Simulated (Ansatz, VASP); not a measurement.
# InP in two plane-wave programs, part 2 of 2

One calculation is typed for both programs; each brings its own data sets and cutoff. How far apart do they land? The cell is taken from a series of VASP runs on this material, whose earlier steps may have relaxed, scaled or displaced it; both programs get it as it stands.

VASP 6.6.1 and Ansatz 0.2.0.

So far. Step 2 (VASP: band structure, r2SCAN): The run ends at a pressure of 0.04 GPa.

## Step 6: Ansatz: single point, r2SCAN

Level of this step: Ansatz beside VASP: Kohn-Sham DFT, plane waves, r2SCAN (Ansatz).

With cell and atoms fixed, the geometry can't cause a difference; cores, projectors, grids and the points listed under the comparison can.

The cell is taken from a series of VASP runs on this material, whose earlier steps may have relaxed, scaled or displaced it; both programs get it as it stands.

input.yaml

```yaml
crystal:
  lattice:
    - [0.0, 2.9518881636, 2.9518881636]
    - [2.9518881636, 0.0, 2.9518881636]
    - [2.9518881636, 2.9518881636, 0.0]
  atoms:
    - { symbol: In, position: [0.0, 0.0, 0.0] }
    - { symbol: P, position: [0.25, 0.25, 0.25] }
hamiltonian:
  xc: r2scan
  pseudopotentials: { kind: paw }
kpoints:
  mp_grid: { grid: [10, 10, 10] }
scf:
  occupations: { method: tetrahedron }
output:
  forces: true
  stress: true
  write_density: true
  write_potential: true
  elf: true
  volumetric_format: npy
```

The run is started by

```
ansatz run input.yaml --threads 2 --pin off --max-ram 4608MiB --backend cpu --events-out ev --progress --plain --runs-dir out
```

Numbers of over 12 decimals in the logs are rounded to 6 here.

What it wrote:

```text
Warning: output.forces, output.stress, relax.cell or npt_langevin: where a Kohn–Sham band that disperses or a degenerate level is filled in part under the method tetrahedron, the forces or the stress that this run publishes need not agree with its energy (scf.occupations.method in the input reference, under Limitations); prefer a smearing scheme for the forces or the stress
[...]
--- Band table (eV; the first three rows and the last of 47) ---
  k-point 0: bands = [... 5 lower, -5.3050, 6.5420, 6.5420, 6.5420, 7.5798, 10.9688, 10.9688, 10.9688]
  k-point 1: bands = [... 5 lower, -5.1882, 5.4321, 6.4192, 6.4192, 8.3238, 11.0329, 11.1577, 11.1577]
  k-point 2: bands = [... 5 lower, -4.8534, 3.8640, 6.1379, 6.1379, 8.6833, 11.5366, 11.5366, 11.6737]
  k-point 46: bands = [... 5 lower, -2.8579, 0.9046, 3.6305, 3.6863, 10.6208, 10.8831, 13.0979, 13.5176]
[key lines of the parts left out:]
SCF converged after 6 iterations
Free energy (F): -6371.739300 eV
Fermi energy:    6.542031 eV
P = ⅓ Tr σ = 0.1102 GPa (1.102 kbar)
```

Run time: 8.1 s. Hardware: 2 threads of Arm Neoverse N1, shared host; peak memory 0.47 GiB.

The run ends at a pressure of 0.11 GPa.

## Step 7: VASP: single point, r2SCAN

The same cell, functional, mesh and smearing now go to VASP, with its own data sets and cutoff.

INCAR

```
SYSTEM = InP
PREC = Accurate
ENCUT = 400
EDIFF = 1E-06
NELM = 100
ISMEAR = -5
SIGMA = 0.05
LREAL = .FALSE.
ALGO = Normal
METAGGA = R2SCAN
LASPH = .TRUE.
NBANDS = 21
LORBIT = 11
LWAVE = .FALSE.
LCHARG = .FALSE.
KPAR = 2
NEDOS = 2001
```

POSCAR

```
InP
1.0
    0.0000000000      2.9518881636      2.9518881636
    2.9518881636      0.0000000000      2.9518881636
    2.9518881636      2.9518881636      0.0000000000
In P
1 1
Direct
    0.0000000000      0.0000000000      0.0000000000
    0.2500000000      0.2500000000      0.2500000000
```

KPOINTS

```
Automatic mesh
0
Gamma
10 10 10
0 0 0
```

PAW data sets: In_d and P (PBE family, release 64).

The run is started by

```
mpirun -np 2 vasp_std
```

What it wrote:

```text
[banner, memory and clock lines left out]
running    2 mpi-ranks, on    1 nodes
[...]
[... a notice as in an earlier step ...]

 LDA part: xc-table for (None), standard interpolation
 POSCAR, INCAR and KPOINTS ok, starting setup
[...]
entering main loop
       N       E                     dE             d eps       ncg     rms          rms(c)
DAV:   1     0.947374940893E+02    0.94737E+02   -0.68255E+03  2030   0.802E+02
DAV:   2    -0.257169589490E+02   -0.12045E+03   -0.11301E+03  2165   0.250E+02
DAV:   3    -0.356022599374E+02   -0.98853E+01   -0.97853E+01  2376   0.689E+01
DAV:   4    -0.358877118596E+02   -0.28545E+00   -0.28518E+00  2450   0.115E+01
[...]
DAV:  11    -0.322975028991E+02   -0.36201E-04   -0.34458E-05  2357   0.457E-02    0.445E-02
DAV:  12    -0.322974963785E+02    0.65206E-05   -0.25974E-05  2339   0.551E-02    0.466E-02
DAV:  13    -0.322974962253E+02    0.15319E-06   -0.18799E-06  2368   0.829E-03
   1 F= -.32297496E+02 E0= -.32297496E+02  d E =0.000000E+00
```

Parts of OUTCAR (step 7):

```text
  Total        0.0138954      0.0138954      0.0138954     -0.0000000     -0.0000000      0.0000000
  in kB        0.4327662      0.4327662      0.4327662     -0.0000000     -0.0000000      0.0000000
  external PRESSURE =       0.4327662 kB  Pullay stress =       0.0000000 kB

  FREE ENERGIE OF THE ION-ELECTRON SYSTEM (eV)
  ---------------------------------------------------
  free  energy   TOTEN  =       -32.2974962253 eV

  energy  without entropy=      -32.2974962253  energy(sigma->0) =      -32.29749623

[... 2 parts as in an earlier step ...]

[... 2 further parts left out ...]
[key lines of the parts left out:]
E-fermi :   4.7884
```

The run ends at a pressure of 0.04 GPa.

## Step 8: Differences

The two programs side by side:

| quantity | Ansatz | VASP | difference |
| --- | --- | --- | --- |
| pressure (GPa) | 0.11 | 0.04 | +0.07 |
| gap on the k mesh (eV) | 1.038 | 1.041 | -0.004 |

A gap on the mesh is an upper bound, since the band edges may lie between its points. Ansatz's pressure holds a Pulay correction of 0.01 GPa; VASP's holds none.

## Step 9: VASP: band structure, r2SCAN, spin-orbit coupling

The same path points are solved in both programs, so levels can be compared one by one.

INCAR

```
SYSTEM = InP
PREC = Accurate
ENCUT = 400
EDIFF = 1E-06
NELM = 100
ISMEAR = 0
SIGMA = 0.05
LREAL = .FALSE.
ALGO = Normal
METAGGA = R2SCAN
LASPH = .TRUE.
LNONCOLLINEAR = .TRUE.
MAGMOM = 0 0 0 0 0 0
NBANDS = 30
GGA_COMPAT = .FALSE.
LSORBIT = .TRUE.
LORBIT = 11
LWAVE = .FALSE.
LCHARG = .FALSE.
KPAR = 2
```

POSCAR is that of step 7.

KPOINTS

```
Automatic mesh
0
Gamma
5 5 5
0 0 0
```

KPOINTS_OPT

```
Line mode
16
Line-mode
Reciprocal
  0.00000000   0.00000000   0.00000000 GAMMA
  0.50000000   0.00000000   0.50000000 X

  0.50000000   0.00000000   0.50000000 X
  0.50000000   0.25000000   0.75000000 W

  0.50000000   0.25000000   0.75000000 W
  0.37500000   0.37500000   0.75000000 K

  0.37500000   0.37500000   0.75000000 K
  0.00000000   0.00000000   0.00000000 GAMMA

  0.00000000   0.00000000   0.00000000 GAMMA
  0.50000000   0.50000000   0.50000000 L

  0.50000000   0.50000000   0.50000000 L
  0.62500000   0.25000000   0.62500000 U

  0.62500000   0.25000000   0.62500000 U
  0.50000000   0.25000000   0.75000000 W

  0.50000000   0.25000000   0.75000000 W
  0.50000000   0.50000000   0.50000000 L

  0.50000000   0.50000000   0.50000000 L
  0.37500000   0.37500000   0.75000000 K

  0.62500000   0.25000000   0.62500000 U
  0.50000000   0.00000000   0.50000000 X
```

The run is started by

```
mpirun -np 2 vasp_ncl
```

What it wrote:

```text
[... set-up lines as in an earlier step ...]
 entering main loop
       N       E                     dE             d eps       ncg     rms          rms(c)
DAV:   1     0.124300542134E+03    0.12430E+03   -0.70120E+03   846   0.117E+03
DAV:   2    -0.198367534858E+02   -0.14414E+03   -0.13763E+03   852   0.335E+02
DAV:   3    -0.352237614744E+02   -0.15387E+02   -0.15151E+02  1032   0.123E+02
DAV:   4    -0.358708151611E+02   -0.64705E+00   -0.64557E+00  1028   0.260E+01
[...]
DAV:  11    -0.323010639385E+02   -0.71593E-05   -0.24053E-05  1256   0.543E-02    0.169E-01
DAV:  12    -0.323010789134E+02   -0.14975E-04   -0.68869E-05  1038   0.135E-01    0.613E-02
DAV:  13    -0.323010789268E+02   -0.13431E-07   -0.43198E-06  1068   0.174E-02
   1 F= -.32301079E+02 E0= -.32301079E+02  d E =-.216206E-11  mag=    -0.0000    -0.0000    -0.0000
 Start KPOINTS_OPT (optional k-point list driver)
k-point batch [1-14\160]
       N       E                     dE             ncg
DAV:   1     0.941765961493E+03   -0.17658E+04      840
DAV:   2    -0.104514699906E+04   -0.19869E+04      846
DAV:   3    -0.127214629216E+04   -0.22700E+03     1030
DAV:   4    -0.128198503341E+04   -0.98387E+01     1010
DAV:   5    -0.128254774587E+04   -0.56271E+00     1428
DAV:   6    -0.128255232948E+04   -0.45836E-02     1066
DAV:   7    -0.128255263626E+04   -0.30678E-03     1386
DAV:   8    -0.128255264164E+04   -0.53834E-05     1012
DAV:   9    -0.128255264185E+04   -0.20632E-06      698
[...]
k-point batch [155-160\160]
       N       E                     dE             ncg
DAV:   1     0.466920098564E+04   -0.27634E+04      366
DAV:   2     0.381911993493E+04   -0.85008E+03      366
DAV:   3     0.372621575615E+04   -0.92904E+02      456
DAV:   4     0.372260639912E+04   -0.36094E+01      496
DAV:   5     0.372238702212E+04   -0.21938E+00      628
DAV:   6     0.372238531783E+04   -0.17043E-02      528
DAV:   7     0.372238523373E+04   -0.84104E-04      548
DAV:   8     0.372238523139E+04   -0.23422E-05      568
DAV:   9     0.372238523133E+04   -0.58347E-07      372
```

Parts of OUTCAR (step 9):

```text
  Total        0.0075142      0.0075142      0.0075142     -0.0000000     -0.0000000     -0.0000000
  in kB        0.2340247      0.2340247      0.2340247     -0.0000000     -0.0000000     -0.0000000
  external PRESSURE =       0.2340247 kB  Pullay stress =       0.0000000 kB

 POSITION                                       TOTAL-FORCE (eV/Angst)
 -----------------------------------------------------------------------------------
      0.00000      0.00000      0.00000         0.000000      0.000000      0.000000
      1.47594      1.47594      1.47594        -0.000000     -0.000000     -0.000000
 -----------------------------------------------------------------------------------
    total drift:                               -0.000000     -0.000000     -0.000000

  FREE ENERGIE OF THE ION-ELECTRON SYSTEM (eV)
  ---------------------------------------------------
  free  energy   TOTEN  =       -32.3010789268 eV

  energy  without entropy=      -32.3010789268  energy(sigma->0) =      -32.30107893

 magnetization (x)
# of ion       s       p       d       tot
------------------------------------------
    1       -0.000  -0.000   0.000  -0.000
    2        0.000   0.000   0.000   0.000
--------------------------------------------------
tot          0.000  -0.000   0.000   0.000

 magnetization (y)
# of ion       s       p       d       tot
------------------------------------------
    1        0.000   0.000   0.000   0.000
    2        0.000   0.000   0.000   0.000
--------------------------------------------------
tot          0.000   0.000   0.000   0.000

 magnetization (z)
# of ion       s       p       d       tot
------------------------------------------
    1        0.000  -0.000   0.000  -0.000
    2       -0.000  -0.000   0.000  -0.000
--------------------------------------------------
tot         -0.000  -0.000   0.000  -0.000

[... 1 part as in an earlier step ...]

[... 2 further parts left out ...]
[key lines of the parts left out:]
E-fermi :   5.0340
```

The run ends at a pressure of 0.02 GPa.

## Step 10: Ansatz: band structure, r2SCAN, spin-orbit coupling

The same cell, functional, mesh and smearing now go to Ansatz, which takes its cutoff from its data sets.

The cell is taken from a series of VASP runs on this material, whose earlier steps may have relaxed, scaled or displaced it; both programs get it as it stands.

input.yaml

```yaml
crystal:
  lattice:
    - [0.0, 2.9518881636, 2.9518881636]
    - [2.9518881636, 0.0, 2.9518881636]
    - [2.9518881636, 2.9518881636, 0.0]
  atoms:
    - { symbol: In, position: [0.0, 0.0, 0.0] }
    - { symbol: P, position: [0.25, 0.25, 0.25] }
hamiltonian:
  xc: r2scan
  pseudopotentials: { kind: paw_fr }
magnetization:
  noncollinear: true
  spin_orbit: true
kpoints:
  mp_grid: { grid: [5, 5, 5] }
  band_path:
    path:
      - [0.0, 0.0, 0.0]
      - [0.16667, 0.0, 0.16667]
      - [0.33333, 0.0, 0.33333]
      - [0.5, 0.0, 0.5]
      - [0.5, 0.08333, 0.58333]
      - [0.5, 0.18333, 0.68333]
      - [0.5, 0.25, 0.75]
      - [0.45, 0.3, 0.75]
      - [0.40833, 0.34167, 0.75]
      - [0.35, 0.35, 0.7]
      - [0.225, 0.225, 0.45]
      - [0.075, 0.075, 0.15]
      - [0.03333, 0.03333, 0.03333]
      - [0.23333, 0.23333, 0.23333]
      - [0.4, 0.4, 0.4]
      - [0.51667, 0.46667, 0.51667]
      - [0.55833, 0.38333, 0.55833]
      - [0.60833, 0.28333, 0.60833]
      - [0.60833, 0.25, 0.64167]
      - [0.55833, 0.25, 0.69167]
      - [0.51667, 0.25, 0.73333]
      - [0.5, 0.3, 0.7]
      - [0.5, 0.38333, 0.61667]
      - [0.5, 0.48333, 0.51667]
      - [0.475, 0.475, 0.55]
      - [0.425, 0.425, 0.65]
      - [0.38333, 0.38333, 0.73333]
      - [0.59167, 0.18333, 0.59167]
      - [0.55, 0.1, 0.55]
      - [0.5, 0.0, 0.5]
    npoints: 1
scf:
  occupations: { method: gaussian, width: 0.05 }
  n_extra_bands: 14
output:
  forces: true
  stress: true
  eigenvalues: true
  write_density: true
  write_potential: true
  elf: true
  volumetric_format: npy
```

The run is started by

```
ansatz run input.yaml --threads 2 --pin off --max-ram 4608MiB --backend cpu --events-out ev --progress --plain --runs-dir out
```

What it wrote:

```text
[...]
non-collinear run that drives no moment, with spin-orbit: no starting moment large enough to seed its density (crystal.atoms[].spin), no starting occupations that ask for one, no magnetisation constraint and no magnetic field, so the semilocal B_xc is pinned to zero
Crystal: 2 atoms, lattice volume = 51.443 Å³
[...]
k-point 1: bands = [... 14 lower, 6.1051, 6.1051, 6.1826, 6.1961, 8.6886, 8.6886, 11.3562, 11.3562, ... 10 higher]
  k-point 2: bands = [... 14 lower, 5.5953, 5.5953, 5.6960, 5.7034, 8.4112, 8.4112, 11.6313, 11.6313, ... 10 higher]
  k-point 9: bands = [... 14 lower, 3.4498, 3.5382, 4.2559, 4.3473, 10.6737, 10.6810, 10.9245, 10.9579, ... 10 higher]
[key lines of the parts left out:]
SCF converged after 7 iterations
Magnetization: |M| = 0.0000 μB,  M = (+0.0000, +0.0000, +0.0000) μB
Free energy (F): -6361.849339 eV
Fermi energy:    7.088475 eV
P = ⅓ Tr σ = 0.0688 GPa (0.688 kbar)
```

Elapsed: 23 s, on 2 threads; peak memory 0.56 GiB; 45 s of CPU time.

## Step 11: Side by side

What differs besides the data sets and the points named for the pairs above, as far as they apply: spin-orbit coupling enters by fully relativistic files in Ansatz and inside the spheres in VASP. Total energies have different zeros and are not compared.

Both answers:

| quantity | Ansatz | VASP | difference |
| --- | --- | --- | --- |
| pressure (GPa) | 0.07 | 0.02 | +0.05 |
| gap over the path points (eV) | 1.007 | 1.009 | -0.002 |

Levels at points of the path, from each program's valence-band top (eV; 6 filled, then empty):

| k (reciprocal lattice) | Ansatz | VASP |
| --- | --- | --- |
| 0.000 0.000 0.000 | -0.09 -0.09 0.00 0.00 0.00 0.00 1.01 1.01 4.08 4.08 4.53 4.53 | -0.09 -0.09 0.00 0.00 0.00 0.00 1.01 1.01 4.11 4.11 4.54 4.54 |
| 0.167 0.000 0.167 | -2.14 -2.14 -0.88 -0.88 -0.81 -0.81 2.90 2.90 3.40 3.40 5.49 5.49 | -2.14 -2.14 -0.88 -0.88 -0.81 -0.81 2.91 2.91 3.41 3.41 5.51 5.51 |
| 0.333 0.000 0.333 | -4.50 -4.50 -1.99 -1.99 -1.90 -1.90 2.30 2.30 3.11 3.11 7.87 7.87 | -4.50 -4.50 -1.98 -1.98 -1.90 -1.90 2.30 2.30 3.12 3.12 7.90 7.90 |
| 0.500 0.000 0.500 | -5.81 -5.81 -2.42 -2.42 -2.33 -2.33 2.00 2.00 2.50 2.50 9.70 9.70 | -5.81 -5.81 -2.42 -2.42 -2.33 -2.33 2.00 2.00 2.51 2.51 9.71 9.71 |
| 0.500 0.083 0.583 | -5.78 -5.77 -2.62 -2.55 -2.50 -2.48 2.41 2.46 2.90 2.91 8.77 8.80 | -5.78 -5.78 -2.62 -2.55 -2.50 -2.48 2.42 2.47 2.92 2.92 8.79 8.82 |
| 0.500 0.183 0.683 | -5.69 -5.68 -2.98 -2.90 -2.85 -2.80 3.76 3.81 4.09 4.11 6.74 6.91 | -5.69 -5.68 -2.97 -2.90 -2.85 -2.80 3.76 3.81 4.11 4.12 6.75 6.92 |
| 0.500 0.250 0.750 | -5.66 -5.65 -3.07 -3.00 -2.94 -2.88 4.53 4.54 4.65 4.68 5.81 6.04 | -5.66 -5.65 -3.06 -3.00 -2.94 -2.88 4.54 4.54 4.67 4.69 5.82 6.05 |
| 0.450 0.300 0.750 | -5.66 -5.65 -3.25 -3.17 -2.58 -2.50 3.64 3.68 4.70 4.71 6.42 6.58 | -5.66 -5.65 -3.25 -3.17 -2.57 -2.50 3.65 3.69 4.71 4.72 6.43 6.59 |
| 0.408 0.342 0.750 | -5.67 -5.66 -3.36 -3.28 -2.15 -2.10 2.83 2.87 4.67 4.68 7.30 7.41 | -5.67 -5.66 -3.36 -3.28 -2.15 -2.10 2.84 2.87 4.68 4.70 7.32 7.42 |
| 0.350 0.350 0.700 | -5.60 -5.59 -3.48 -3.39 -1.83 -1.82 2.75 2.77 5.18 5.19 7.41 7.43 | -5.60 -5.59 -3.47 -3.39 -1.83 -1.82 2.76 2.77 5.20 5.20 7.44 7.46 |

Among the levels compared at these points, filled levels agree within 6 meV and empty ones within 29 meV. Ansatz's pressure holds a Pulay correction of 0.01 GPa; VASP's holds none.

## Step 12: Results

| Property | Result |
| --- | --- |
| difference in gap over the path points (band structure, r2SCAN) | -0.0035 eV |
| difference in gap on the k mesh (single point, r2SCAN) | -0.0035 eV |
| difference in gap over the path points (band structure, r2SCAN, spin-orbit coupling) | -0.0021 eV |

The difference in gap on the k mesh is -0.0035 eV (single point, r2SCAN), within the 0.08 eV picked in this series as the mark of a large difference. For band structure, r2SCAN, no further run moves any of the tabulated differences by more than a quarter of its size. 1 further run of this series is not shown here. How closely two codes agree says nothing of how well the functional describes the real material.

[Lines on the potential files, build, host, timing and source positions are cut from VASP's logs without a mark.]

[Logs are printed without paths, hosts, clocks, repeated set-up lines and the standing remarks that a program may print on its own settings, such as how far it seeks lower states.]

[Hosts, paths, dates, database ids (printed as entryN), source tags and the programs' standing remarks are cut or masked in the printed files.]
